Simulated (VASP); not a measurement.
# Rh (Fm-3m) in VASP: notebook, part 2 of 2

VASP 6.6.1. The steps go on from the part before.

## 4. Relaxation of the atoms, PBE (a relaxed cell with its volume scaled by 1.04)

The input, INCAR:

```
PREC = Accurate
ENCUT = 300
EDIFF = 1E-7
ISMEAR = 1
SIGMA = 0.1
LREAL = F
LASPH = T
NELM = 80
ALGO = Normal
ISIF = 2
LWAVE = F
LCHARG = F
GGA = PE
IBRION = 2
NSW = 40
EDIFFG = -0.01
```

The input, KPOINTS:

```
Automatic mesh
0
Gamma
  8 8 8
```

The input, POSCAR:

```
Rh                                      
1.0
    0.0000000000      1.9368880850      1.9368880850
    1.9368880850      0.0000000000      1.9368880850
    1.9368880850      1.9368880850      0.0000000000
  Rh            
     1
Direct
     0.0000000000000000    0.0000000000000000    0.0000000000000000
```

Potentials or basis: VASP PAW PBE potentials, release 64 (Rh).

Launch:

```console
$ cat potpaw_PBE.64/Rh/POTCAR > POTCAR
$ mpirun -np 1 vasp_std > vasp.out
```

OUTCAR:

```text
PREC = Accurate
   ENCUT = 300
   EDIFF = 1E-7
   ISMEAR = 1
   LREAL = F
   LASPH = T
   NELM = 80
   ISIF = 2
   GGA = PE
   IBRION = 2
   NSW = 40
   EDIFFG = -0.01

 ion  position               nearest neighbor table
   1  0.000  0.000  0.000-

  LATTYP: Found a face centered cubic cell.
 ALAT       =     3.8737761700

  Lattice vectors:

 A1 = (   0.0000000000,   1.9368880850,   1.9368880850)
 A2 = (   1.9368880850,   0.0000000000,   1.9368880850)
 A3 = (   1.9368880850,   1.9368880850,   0.0000000000)

Analysis of symmetry for initial positions (statically):
=====================================================================
 Subroutine PRICEL returns:
 Original cell was already a primitive cell.

 Routine SETGRP: Setting up the symmetry group for a
 face centered cubic supercell.

 Subroutine GETGRP returns: Found 48 space group operations
 (whereof 48 operations were pure point group operations)
 out of a pool of 48 trial point group operations.

The static configuration has the point symmetry O_h .

Analysis of symmetry for dynamics (positions and initial velocities):
=====================================================================
 Subroutine PRICEL returns:
 Original cell was already a primitive cell.

 Routine SETGRP: Setting up the symmetry group for a
 face centered cubic supercell.

 Subroutine GETGRP returns: Found 48 space group operations
 (whereof 48 operations were pure point group operations)
 out of a pool of 48 trial point group operations.

The dynamic configuration has the point symmetry O_h .

 Subroutine INISYM returns: Found 48 space group operations
 (whereof 48 operations are pure point group operations),
 and found     1 'primitive' translations

----------------------------------------------------------------------------------------

                                     Primitive cell

  volume of cell :      14.5326

  direct lattice vectors                    reciprocal lattice vectors
     0.000000000  1.936888085  1.936888085    -0.258146046  0.258146046  0.258146046
     1.936888085  0.000000000  1.936888085     0.258146046 -0.258146046  0.258146046
     1.936888085  1.936888085  0.000000000     0.258146046  0.258146046 -0.258146046

  length of vectors
     2.739173399  2.739173399  2.739173399     0.447122067  0.447122067  0.447122067

  position of ions in fractional coordinates (direct lattice)
     0.000000000  0.000000000  0.000000000

  ion indices of the primitive-cell ions
   primitive index   ion index
                 1           1

----------------------------------------------------------------------------------------

 KPOINTS: Automatic mesh

Automatic generation of k-mesh.
 Grid dimensions read from file:
 generate k-points for:    8    8    8

 Generating k-lattice:

  Cartesian coordinates                     Fractional coordinates (reciprocal lattice)
    -0.032268256  0.032268256  0.032268256     0.125000000  0.000000000  0.000000000
     0.032268256 -0.032268256  0.032268256     0.000000000  0.125000000  0.000000000
     0.032268256  0.032268256 -0.032268256     0.000000000  0.000000000  0.125000000

  Length of vectors
     0.055890258  0.055890258  0.055890258

  Shift w.r.t. Gamma in fractional coordinates (k-lattice)
     0.000000000  0.000000000  0.000000000

 Subroutine IBZKPT returns following result:
 ===========================================

 Found     29 irreducible k-points:

 Following reciprocal coordinates:
            Coordinates               Weight
  0.000000  0.000000  0.000000      1.000000
  0.125000  0.000000  0.000000      8.000000
  0.250000  0.000000  0.000000      8.000000
  0.375000  0.000000  0.000000      8.000000
  0.500000  0.000000  0.000000      4.000000
  0.125000  0.125000  0.000000      6.000000
[... 16 lines left out ...]
  0.500000  0.250000  0.125000     48.000000
 -0.375000  0.250000  0.125000     24.000000
 [... further k-points ...]
   k-points           NKPTS =     29   k-points in BZ     NKDIM =     29   number of bands    NBANDS=      8
   number of dos      NEDOS =    301   number of ions     NIONS =      1
   total plane-waves  NPLWV =   4096
   dimension x,y,z NGX =    16 NGY =   16 NGZ =   16
   dimension x,y,z NGXF=    32 NGYF=   32 NGZF=   32
   ions per type =               1
   NGX,Y,Z   is equivalent  to a cutoff of   9.71,  9.71,  9.71 a.u.
   NGXF,Y,Z  is equivalent  to a cutoff of  19.42, 19.42, 19.42 a.u.
 SYSTEM =  unknown system
   PREC   = accura    normal or accurate (medium, high low for compatibility)
   ISTART =      0    job   : 0-new  1-cont  2-samecut
   ICHARG =      2    charge: 1-file 2-atom 10-const
   ISPIN  =      1    spin polarized calculation?
   LNONCOLLINEAR =      F non collinear calculations
   LSORBIT =      F    spin-orbit coupling
   LASPH  =      T    aspherical Exc in radial PAW
   ENCUT  =  300.0 eV  22.05 Ry    4.70 a.u.   3.87  3.87  3.87*2*pi/ulx,y,z
   NELM   =     80;   NELMIN=  2; NELMDL= -5     # of ELM steps
   EDIFF  = 0.1E-06   stopping-criterion for ELM
   LREAL  =      F    real-space projection
   EDIFFG = -.1E-01   stopping-criterion for IOM
   NSW    =     40    number of steps for IOM
   IBRION =      2    ionic relax: 0-MD 1-quasi-New 2-CG
   NFREE  =      1    steps in history (QN), initial steepest desc. (CG)
   ISIF   =      2    stress and relaxation
   ISYM   =      2    0-nonsym 1-usesym 2-fastsym
   POTIM  = 0.5000    time-step for ionic-motion
   TEBEG  =    0.0;   TEEND  =   0.0 temperature during run
   PSTRESS=    0.0 pullay stress
   NELECT =       9.0000    total number of electrons
   NUPDOWN=      -1.0000    fix difference up-down
   EMIN   =  10.00;   EMAX   =-10.00  energy-range for DOS
   EFERMI =   0.00;   METHOD = LEGACY
   ISMEAR =     1;   SIGMA  =   0.10  broadening in eV -4-tet -1-fermi 0-gaus
   EFERMI_NEDOS =   21; number of points for ismear=-14 and -15
   IALGO  =     38    algorithm
   IMIX   =      4    mixing-type and parameters
     AMIX     =   0.40;   BMIX     =  1.00
     AMIX_MAG =   1.60;   BMIX_MAG =  1.00
  volume/ion in A,a.u.               =      14.53        98.07
  Fermi-wavevector in a.u.,A,eV,Ry     =   1.395429  2.636979 26.493573  1.947223
  Thomas-Fermi vector in A             =   2.518882
   LORBIT       =      0    0 simple, 1 ext, 2 COOP (PROOUT), +10 PAW based schemes
   GGA     = PE    functional components
   LHFCALC =     F    Hartree Fock is set to
   AEXX    =    0.0000 exact exchange contribution
   IVDW    =     0    specifies the selected vdW correction
   LEPSILON=     F    determine dielectric tensor
   LRPA    =     F    only Hartree local field effects (RPA)
 conjugate gradient relaxation of ions
 non-spin polarized calculation
 Methfessel and Paxton  Order N= 1 SIGMA  =   0.10
  energy-cutoff  :      300.00
  volume of cell :       14.53
 maximum number of plane-waves:       176
   NGX =  7   NGY =  7   NGZ =  7

 number of electron       8.9999995 magnetization

 Free energy of the ion-electron system (eV)
  ---------------------------------------------------
  ext. energy  EPLUGINS =         0.00000000
  ---------------------------------------------------
  free energy    TOTEN  =        -7.23448143 eV

  energy without entropy =       -7.23545473  energy(sigma->0) =       -7.23480586

 E-fermi :  10.7698     XC(G=0): -13.2764

 val. band max:       10.7500515838   @ k =  -0.3750   0.2500   0.0000
 cond. band min:      10.8319789706   @ k =   0.3750   0.0000   0.0000
 fundamental gap:      0.0819273868
 Fermi energy:        10.7698244091

 k-point     1 :       0.0000    0.0000    0.0000
  band No.  band energies     occupation
      1       3.2172      2.00000
      2       7.9436      2.00000
      3       7.9436      2.00000
      4       7.9436      2.00000
      5       9.8594      2.00000
      6       9.8594      2.00000
      7      26.7827      0.00000
      8      27.1274      0.00000
[... 243 lines left out ...]
 k-point    24 :      -0.3750    0.2500    0.1250
  band No.  band energies     occupation
      1       6.1479      2.00000
      2       6.9816      2.00000
      3       8.3202      2.00000
      4       8.9392      2.00000
      5      11.1042     -0.00002
      6      15.9348      0.00000
      7      18.7253      0.00000
      8      26.4302      0.00000

 [... further k-points ...]

------------------------ aborting loop because EDIFF is reached ----------------------------------------

  FORCE on cell =-STRESS in cart. coord.  units (eV):
  Direction    XX          YY          ZZ          XY          YZ          ZX
  --------------------------------------------------------------------------------------
  -------------------------------------------------------------------------------------
  Total       -0.8284288     -0.8284288     -0.8284288      0.0000000     -0.0000000      0.0000000
  in kB      -91.3318400    -91.3318400    -91.3318400      0.0000000     -0.0000000      0.0000000
  external PRESSURE =     -91.3318400 kB  Pullay stress =       0.0000000 kB

 VOLUME and BASIS-vectors are now :
 -----------------------------------------------------------------------------
  energy-cutoff  :      300.00
  volume of cell :       14.53
      direct lattice vectors                 reciprocal lattice vectors
     0.000000000  1.936888085  1.936888085    -0.258146046  0.258146046  0.258146046
     1.936888085  0.000000000  1.936888085     0.258146046 -0.258146046  0.258146046
     1.936888085  1.936888085  0.000000000     0.258146046  0.258146046 -0.258146046

 POSITION                                       TOTAL-FORCE (eV/Angst)
 -----------------------------------------------------------------------------------
      0.00000      0.00000      0.00000         0.000000      0.000000      0.000000
 -----------------------------------------------------------------------------------
    total drift:                                0.000000      0.000000     -0.000000

  FREE ENERGIE OF THE ION-ELECTRON SYSTEM (eV)
  ---------------------------------------------------
  free  energy   TOTEN  =        -7.2344814277 eV

  energy  without entropy=       -7.2354547263  energy(sigma->0) =       -7.23480586

 reached required accuracy - stopping structural energy minimisation
```

It took 3.3 s on 1 thread of Intel Xeon Platinum 8488C (Sapphire Rapids), shared host; peak memory 0.11 GiB.

Results:

| Quantity | Value |
| --- | --- |
| Free energy | -7.2345 eV |
| Pressure after relaxing | -9.1 GPa |
| Band gap on the k mesh | none (metal or under the smearing width) |

Final structure:
```yaml
crystal:
  lattice:
    - [0.00000, 1.93689, 1.93689]
    - [1.93689, 0.00000, 1.93689]
    - [1.93689, 1.93689, 0.00000]
  atoms:
    - { symbol: Rh, position: [0.00000, 0.00000, 0.00000] }
```

Caveat: the relaxation stopped at its first step, so nothing moved.

## 5. Relaxation of the atoms, PBE (a relaxed cell with its volume scaled by 1.06)

INCAR is that of step 4.

KPOINTS is that of step 4.

The input, POSCAR:

```
Rh                                      
1.0
    0.0000000000      1.9492252844      1.9492252844
    1.9492252844      0.0000000000      1.9492252844
    1.9492252844      1.9492252844      0.0000000000
  Rh            
     1
Direct
     0.0000000000000000    0.0000000000000000    0.0000000000000000
```

Potentials or basis: VASP PAW PBE potentials, release 64 (Rh).

Launch:

```console
$ cat potpaw_PBE.64/Rh/POTCAR > POTCAR
$ mpirun -np 1 vasp_std > vasp.out
```

OUTCAR:

```text
PREC = Accurate
   ENCUT = 300
   EDIFF = 1E-7
   ISMEAR = 1
   LREAL = F
   LASPH = T
   NELM = 80
   ISIF = 2
   GGA = PE
   IBRION = 2
   NSW = 40
   EDIFFG = -0.01

 ion  position               nearest neighbor table
   1  0.000  0.000  0.000-

  LATTYP: Found a face centered cubic cell.
 ALAT       =     3.8984505688

  Lattice vectors:

 A1 = (   0.0000000000,   1.9492252844,   1.9492252844)
 A2 = (   1.9492252844,   0.0000000000,   1.9492252844)
[... 447 lines left out ...]
 [... further k-points ...]

------------------------ aborting loop because EDIFF is reached ----------------------------------------

  FORCE on cell =-STRESS in cart. coord.  units (eV):
  Direction    XX          YY          ZZ          XY          YZ          ZX
  --------------------------------------------------------------------------------------
  -------------------------------------------------------------------------------------
  Total       -1.1941991     -1.1941991     -1.1941991     -0.0000000      0.0000000     -0.0000000
  in kB     -129.1728428   -129.1728428   -129.1728428     -0.0000000      0.0000000     -0.0000000
  external PRESSURE =    -129.1728428 kB  Pullay stress =       0.0000000 kB

 VOLUME and BASIS-vectors are now :
 -----------------------------------------------------------------------------
  energy-cutoff  :      300.00
  volume of cell :       14.81
      direct lattice vectors                 reciprocal lattice vectors
     0.000000000  1.949225284  1.949225284    -0.256512166  0.256512166  0.256512166
     1.949225284  0.000000000  1.949225284     0.256512166 -0.256512166  0.256512166
     1.949225284  1.949225284  0.000000000     0.256512166  0.256512166 -0.256512166

 POSITION                                       TOTAL-FORCE (eV/Angst)
 -----------------------------------------------------------------------------------
      0.00000      0.00000      0.00000        -0.000000      0.000000      0.000000
 -----------------------------------------------------------------------------------
    total drift:                                0.000000      0.000000      0.000000

  FREE ENERGIE OF THE ION-ELECTRON SYSTEM (eV)
  ---------------------------------------------------
  free  energy   TOTEN  =        -7.2162956319 eV

  energy  without entropy=       -7.2170665759  energy(sigma->0) =       -7.21655261

 reached required accuracy - stopping structural energy minimisation
```

CONTCAR:

```text
Rh
   1.00000000000000
     0.0000000000000000    1.9492252844000000    1.9492252844000000
     1.9492252844000000    0.0000000000000000    1.9492252844000000
     1.9492252844000000    1.9492252844000000    0.0000000000000000
  Rh
     1
Direct
     0.0000000000000000    0.0000000000000000    0.0000000000000000

  0.00000000E+00  0.00000000E+00  0.00000000E+00
```

Wall time 3.3 s (1 thread of Intel Xeon Platinum 8488C (Sapphire Rapids), shared host); peak memory 0.1 GiB.

What came out:

```yaml
Free_energy: -7.2163 eV
Pressure_after_relaxing: -12.9 GPa
Band_gap_on_the_k_mesh: none (metal or under the smearing width)
```

Final structure:
```xyz
1
Lattice="0.0000 1.9492 1.9492 1.9492 0.0000 1.9492 1.9492 1.9492 0.0000" Properties=species:S:1:pos:R:3 pbc="T T T"
Rh    0.0000    0.0000    0.0000
```

Levels at points of the mesh, in eV from the Fermi level:
```csv
k point,band 2,band 3,band 4,band 5,band 6,band 7
"(0.00, 0.00, 0.00)",-2.74,-2.74,-2.74,-0.88,-0.88,16.02
"(0.50, 0.00, 0.00)",-2.80,-2.80,0.49,0.49,0.82,7.90
"(0.50, 0.50, 0.00)",-5.31,0.47,0.85,0.85,3.17,11.36
```

Caveat: the relaxation stopped at its first step, so nothing moved.

## 6. Overview

```tsv
cell	gap on the mesh (eV)	pressure (GPa)
atoms relaxed	none	0.0
atoms relaxed from: a relaxed cell with its volume scaled by 1.02	none	-4.8
atoms relaxed from: a relaxed cell with its volume scaled by 1.04	none	-9.1
atoms relaxed from: a relaxed cell with its volume scaled by 1.06	none	-12.9
```

Alike in all rows: task relaxation of the atoms; level PBE; potentials or basis VASP PAW PBE potentials, release 64 (Rh); no spin polarisation; k mesh 8 × 8 × 8; cutoff (eV) 300; smearing methfessel-paxton 0.1 eV.

Caveats: the relaxation stopped at its first step, so nothing moved.

Absolute energies hang on the potentials; compare differences alone.
